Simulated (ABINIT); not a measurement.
# MgO2 (R-3m) in ABINIT: single point with LDA

Aim: the single point of MgO2 with LDA.

All numbers are computed with ABINIT 10.8.3 (patched build); they aren't measurements. Logs are shortened: lines on timing, memory, paths and dates and some standing lists are left out, and cuts for length are marked. The log counts tension as positive stress, the text compression.

## 1. Starting point

It takes space group R-3m (No. 166, trigonal). The conventional cell has a = 3.210 Å, b = 3.210 Å, c = 10.482 Å, α = 90.00°, β = 90.00°, γ = 120.00°. Around Mg (site symmetry -3m) lie 6 O at 2.11 Å. Around O (site symmetry 3m) lie 1 O at 1.49 Å.

The cell comes from a database or a generator and needn't be the stable form of this composition.

## 2. Single point, LDA

run.abi

```
pp_dirpath "./"
pseudos "Mg.upf, O.upf"

acell 3*1.0
rprim
     3.0325588157     1.7508486486     6.6026631588
    -3.0325588157     1.7508486486     6.6026631588
     0.0000000000    -3.5016972973     6.6026631588
ntypat 2
znucl 12 8
natom 3
typat 1 2 2
xcart
     0.0000000000     0.0000000000     0.0000000000
     0.0000000000     0.0000000000     5.9874289471
     0.0000000000     0.0000000000     4.4945076776 Angstrom

ecut 40.0

kptopt 1
ngkpt 8 8 8
nshiftk 1
shiftk 0.0 0.0 0.0

ixc 7

nband 15
occopt 3
tsmear 0.00183747

nstep 100
tolvrs 1.0e-10

iomode 3
prtwf 0
prtden 0
prteig 0
prtebands 0
enunit 1
```

Potentials or basis: PseudoDojo NC SR LDA v0.4.1 standard.

Run with:

```bash
$ mpirun --bind-to none -np 4 abinit run.abi > log 2>&1
```

run.abo:

```text
.Version 10.8.3 of ABINIT
 Symmetries : space group R-3 m (#166); Bravais hR (rhombohedral)
================================================================================
 Values of the parameters that define the memory need of the present run
     intxc =       0    ionmov =       0      iscf =       7    lmnmax =       5
     lnmax =       5     mgfft =      45  mpssoang =       3    mqgrid =    3001
     natom =       3  nloc_mem =       1    nspden =       1   nspinor =       1
    nsppol =       1      nsym =      12    n1xccc =    2501    ntypat =       2
    occopt =       3   xclevel =       1
       mpw =        2562          nfft =       91125          nkpt =          65
================================================================================
================================================================================

--------------------------------------------------------------------------------
------------- Echo of variables that govern the present computation ------------
--------------------------------------------------------------------------------
 -outvars: echo values of preprocessed input variables --------
            acell      1.0000000000E+00  1.0000000000E+00  1.0000000000E+00 Bohr
              amu      2.43050000E+01  1.59994000E+01
             ecut      4.00000000E+01 Hartree
           enunit           1
                       outvar_i_n : Printing only first  50 k-points.
              ixc           7
                       outvar_i_n : Printing only first  50 k-points.
         kptrlatt        8    0    0      0    8    0      0    0    8
          kptrlen      4.85209411E+01
            natom           3
            nband          15
            ngfft          45      45      45
             nkpt          65
            nstep         100
             nsym          12
           ntypat           2
                       prtocc : prtvol=0, do not print more k-points.
           occopt           3
           prtden           0
        prtebands           0
           prteig           0
            prtwf           0
            rprim      3.0325588157E+00  1.7508486486E+00  6.6026631588E+00
                      -3.0325588157E+00  1.7508486486E+00  6.6026631588E+00
                       0.0000000000E+00 -3.5016972973E+00  6.6026631588E+00
          spgroup         166
           tolvrs      1.00000000E-10
           tsmear      1.83747000E-03 Hartree
            typat      1  2  2
                       outvars : Printing only first  50 k-points.
           xangst      0.0000000000E+00  0.0000000000E+00  0.0000000000E+00
                       1.8296219077E-16 -3.0227358478E-11  5.9874289436E+00
                      -3.0046313542E-16 -2.2690352317E-11  4.4945076741E+00
            xcart      0.0000000000E+00  0.0000000000E+00  0.0000000000E+00
                       3.4574843196E-16 -5.7121429033E-11  1.1314600902E+01
                      -5.6779303688E-16 -4.2878551580E-11  8.4933885748E+00
             xred      0.0000000000E+00  0.0000000000E+00  0.0000000000E+00
                       5.7121400004E-01  5.7121400004E-01  5.7121400004E-01
                       4.2878599996E-01  4.2878599996E-01  4.2878599996E-01
            znucl       12.00000    8.00000

================================================================================

 chkinp: Checking input parameters for consistency.

================================================================================
== DATASET  1 ==================================================================

--- !DatasetInfo
iteration_state: {dtset: 1, }
dimensions: {natom: 3, nkpt: 65, mband: 15, nsppol: 1, nspinor: 1, nspden: 1, mpw: 2562, }
cutoff_energies: {ecut:  40.0, pawecutdg:  -1.0, }
electrons: {nelect:   2.20000000E+01, charge:   0.00000000E+00, occopt:   3.00000000E+00, tsmear:   1.83747000E-03, }
meta: {optdriver: 0, ionmov: 0, optcell: 0, iscf: 7, paral_kgb: 0, }
...

 Exchange-correlation functional for the present dataset will be:
  LDA: Perdew-Wang 92 LSD fit to Ceperley-Alder data - ixc=7
  J.P.Perdew and Y.Wang, PRB 45, 13244 (1992)

 Real(R)+Recip(G) space primitive vectors, cartesian coordinates (Bohr,Bohr^-1):
 R(1)=  3.0325588  1.7508486  6.6026632  G(1)=  0.1648773  0.0951919  0.0504847
 R(2)= -3.0325588  1.7508486  6.6026632  G(2)= -0.1648773  0.0951919  0.0504847
 R(3)=  0.0000000 -3.5016973  6.6026632  G(3)=  0.0000000 -0.1903839  0.0504847
 Unit cell volume ucvol=  2.1034308E+02 bohr^3
 Angles (23,13,12)=  4.78776427E+01  4.78776427E+01  4.78776427E+01 degrees

 getcut: wavevector=  0.0000  0.0000  0.0000  ngfft=  45  45  45
         ecut(hartree)=     40.000   => boxcut(ratio)=   2.06818

--- Pseudopotential description ------------------------------------------------
- pspini: atom type   1  psp file is ./Mg.upf
12 -1012 1 -1 1510                            pspcod,pspxc,lmax,lloc,mmax
     nproj     2     2     0

- pspini: atom type   2  psp file is ./O.upf
12 -1012 2 -1 926                             pspcod,pspxc,lmax,lloc,mmax
     nproj     2     2     1

   4.79305132E+02                                ecore*ucvol(ha*bohr**3)
--------------------------------------------------------------------------------

================================================================================

--- !BeginCycle
iteration_state: {dtset: 1, }
solver: {iscf: 7, nstep: 100, nline: 4, wfoptalg: 0, }
tolerances: {tolvrs: 1.00E-10, }
...

     iter   Etot(hartree)      deltaE(h)  residm     vres2
 ETOT  1  -92.220672512021    -9.222E+01 2.242E-01 3.459E+02
 ETOT  2  -92.283786158291    -6.311E-02 1.605E-02 2.007E+02
 ETOT  3  -92.317629959633    -3.384E-02 9.537E-03 4.823E+00
 ETOT  4  -92.318189678648    -5.597E-04 4.713E-03 1.782E-01
 ETOT  5  -92.318210581202    -2.090E-05 1.124E-03 2.578E-03
 ETOT  6  -92.318210799470    -2.183E-07 2.121E-04 1.458E-04
 ETOT  7  -92.318210809128    -9.658E-09 1.297E-04 4.582E-06
 ETOT  8  -92.318210809481    -3.529E-10 6.175E-05 7.674E-08
 ETOT  9  -92.318210809491    -1.005E-11 6.554E-05 5.903E-10
 ETOT 10  -92.318210809493    -1.535E-12 3.113E-05 1.205E-11

 At SCF step   10       vres2   =  1.20E-11 < tolvrs=  1.00E-10 =>converged.

 Cartesian components of stress tensor (hartree/bohr^3)
  sigma(1 1)=  2.97912745E-04  sigma(3 2)=  5.61963416E-14
  sigma(2 2)=  2.97912744E-04  sigma(3 1)=  0.00000000E+00
  sigma(3 3)=  4.52482251E-04  sigma(2 1)=  0.00000000E+00

--- !ResultsGS
iteration_state: {dtset: 1, }
comment   : Summary of ground state results
lattice_vectors:
- [  3.0325588,   1.7508486,   6.6026632, ]
- [ -3.0325588,   1.7508486,   6.6026632, ]
- [  0.0000000,  -3.5016973,   6.6026632, ]
lattice_lengths: [   7.47376,    7.47376,    7.47376, ]
lattice_angles: [ 47.878,  47.878,  47.878, ] # degrees, (23, 13, 12)
lattice_volume:   2.1034308E+02
convergence: {deltae: -1.535E-12, res2:  1.205E-11, residm:  3.113E-05, diffor: null, }
etotal    :  -9.23182108E+01
entropy   :   0.00000000E+00
fermie    :   1.58370460E-01
cartesian_stress_tensor: # hartree/bohr^3
- [  2.97912745E-04,   0.00000000E+00,   0.00000000E+00, ]
- [  0.00000000E+00,   2.97912744E-04,   5.61963416E-14, ]
- [  0.00000000E+00,   5.61963416E-14,   4.52482251E-04, ]
pressure_GPa:  -1.0281E+01
xred      :
- [  0.0000E+00,   0.0000E+00,   0.0000E+00, Mg]
- [  5.7121E-01,   5.7121E-01,   5.7121E-01,  O]
- [  4.2879E-01,   4.2879E-01,   4.2879E-01,  O]
cartesian_forces: # hartree/bohr
- [  7.62710561E-19,   5.78241159E-19,  -0.00000000E+00, ]
- [  2.30724585E-18,   1.65329805E-18,  -8.25468463E-03, ]
- [ -3.06995641E-18,  -2.23153921E-18,   8.25468463E-03, ]
force_length_stats: {min:   9.57126030E-19, max:   8.25468463E-03, mean:   5.50312308E-03, }
...

 Integrated electronic density in atomic spheres:
 ------------------------------------------------
 Atom  Sphere_radius  Integrated_density
    1        2.00000          8.37274450
    2        2.00000          6.27524422
    3        2.00000          6.27524422
================================================================================

 ----iterations are completed or convergence reached----

 Mean square residual over all n,k,spin=   60.360E-09; max=  31.134E-06
 reduced coordinates (array xred) for    3 atoms
       0.000000000000      0.000000000000      0.000000000000
       0.571214000044      0.571214000044      0.571214000044
       0.428785999956      0.428785999956      0.428785999956
 rms dE/dt=  4.4501E-02; max dE/dt=  5.4503E-02; dE/dt below (all hartree)
    1       0.000000000000      0.000000000000      0.000000000000
    2       0.054502902063      0.054502902063      0.054502902063
    3      -0.054502902063     -0.054502902063     -0.054502902063

 cartesian coordinates (angstrom) at end:
    1      0.00000000000000     0.00000000000000     0.00000000000000
    2      0.00000000000000    -0.00000000003023     5.98742894355313
    3     -0.00000000000000    -0.00000000002269     4.49450767405313

 cartesian forces (hartree/bohr) at end:
    1      0.00000000000000     0.00000000000000    -0.00000000000000
    2      0.00000000000000     0.00000000000000    -0.00825468462535
    3     -0.00000000000000    -0.00000000000000     0.00825468462535
 frms,max,avg= 3.8912957E-03 8.2546846E-03   0.000E+00  0.000E+00  0.000E+00 h/b

 cartesian forces (eV/Angstrom) at end:
    1      0.00000000000000     0.00000000000000    -0.00000000000000
    2      0.00000000000000     0.00000000000000    -0.42447295008820
    3     -0.00000000000000    -0.00000000000000     0.42447295008820
 frms,max,avg= 2.0009847E-01 4.2447295E-01   0.000E+00  0.000E+00  0.000E+00 e/A
 length scales=  1.000000000000  1.000000000000  1.000000000000 bohr
              =  0.529177210544  0.529177210544  0.529177210544 angstroms
 Fermi (or HOMO) energy (eV) =   4.30948   Average Vxc (eV)= -11.04123
 Eigenvalues (   eV  ) for nkpt=  65  k points:
 kpt#   1, nband= 15, wtk=  0.00195, kpt=  0.0000  0.0000  0.0000 (reduced coord)
 -69.54678  -36.99308  -36.96537  -36.96537  -17.86104  -10.99870   -4.59860   -0.13722
  -0.13722    2.37802    2.37802    7.56577    7.79386   15.01009   16.83693
 prteigrs : prtvol=0 or 1, do not print more k-points.

--- !EnergyTerms
iteration_state     : {dtset: 1, }
comment             : Components of total free energy in Hartree
kinetic             :  5.58019157171407E+01
hartree             :  2.75982343005395E+01
xc                  : -1.59223966358856E+01
Ewald energy        : -5.49527945737989E+01
psp_core            :  2.27868266698078E+00
local_psp           : -8.37312955418652E+01
non_local_psp       : -2.33905567426035E+01
internal            : -9.23182108094922E+01
'-kT*entropy'       : -6.10017608893253E-13
total_energy        : -9.23182108094928E+01
total_energy_eV     : -2.51210649187501E+03
band_energy         : -1.55272246503045E+01
...

 Cartesian components of stress tensor (hartree/bohr^3)
  sigma(1 1)=  2.97912745E-04  sigma(3 2)=  5.61963416E-14
  sigma(2 2)=  2.97912744E-04  sigma(3 1)=  0.00000000E+00
  sigma(3 3)=  4.52482251E-04  sigma(2 1)=  0.00000000E+00

-Cartesian components of stress tensor (GPa)         [Pressure= -1.0281E+01 GPa]
- sigma(1 1)=  8.76489556E+00  sigma(3 2)=  1.65335345E-09
- sigma(2 2)=  8.76489554E+00  sigma(3 1)=  0.00000000E+00
- sigma(3 3)=  1.33124874E+01  sigma(2 1)=  0.00000000E+00

== END DATASET(S) ==============================================================
================================================================================

 -outvars: echo values of variables after computation  --------
            acell      1.0000000000E+00  1.0000000000E+00  1.0000000000E+00 Bohr
           etotal     -9.2318210809E+01
            fcart      7.6271056069E-19  5.7824115866E-19 -0.0000000000E+00
                       2.3072458504E-18  1.6532980481E-18 -8.2546846253E-03
                      -3.0699564111E-18 -2.2315392067E-18  8.2546846253E-03
            rprim      3.0325588157E+00  1.7508486486E+00  6.6026631588E+00
                      -3.0325588157E+00  1.7508486486E+00  6.6026631588E+00
                       0.0000000000E+00 -3.5016972973E+00  6.6026631588E+00
           strten      2.9791274491E-04  2.9791274421E-04  4.5248225082E-04
                       5.6196341592E-14  0.0000000000E+00  0.0000000000E+00
           xangst      0.0000000000E+00  0.0000000000E+00  0.0000000000E+00
                       1.8296219077E-16 -3.0227358478E-11  5.9874289436E+00
                      -3.0046313542E-16 -2.2690352317E-11  4.4945076741E+00
             xred      0.0000000000E+00  0.0000000000E+00  0.0000000000E+00
                       5.7121400004E-01  5.7121400004E-01  5.7121400004E-01
                       4.2878599996E-01  4.2878599996E-01  4.2878599996E-01
 Calculation completed.
```

Run time: 35 s. Hardware: 4 MPI ranks of Intel Xeon Platinum 8175M at 2.50GHz (Skylake/Cascade Lake), shared host; peak memory 0.32 GiB.

What came out:

- Free energy: -2512.1065 eV
- Pressure: -10.3 GPa
- Largest force: 0.424 eV/Å
- Band gap on the k mesh: 2.14 eV, direct
- Valence electrons inside the program's atomic spheres: Mg 8.37; O 6.28

Forces on the atoms (eV/Å):
```
Mg   0.000  0.000  0.000
O    0.000  0.000 -0.424
O    0.000  0.000  0.424
```

A k mesh can miss the band edges. Expect the measured gap to be larger: semilocal functionals such as LDA lack the derivative discontinuity.
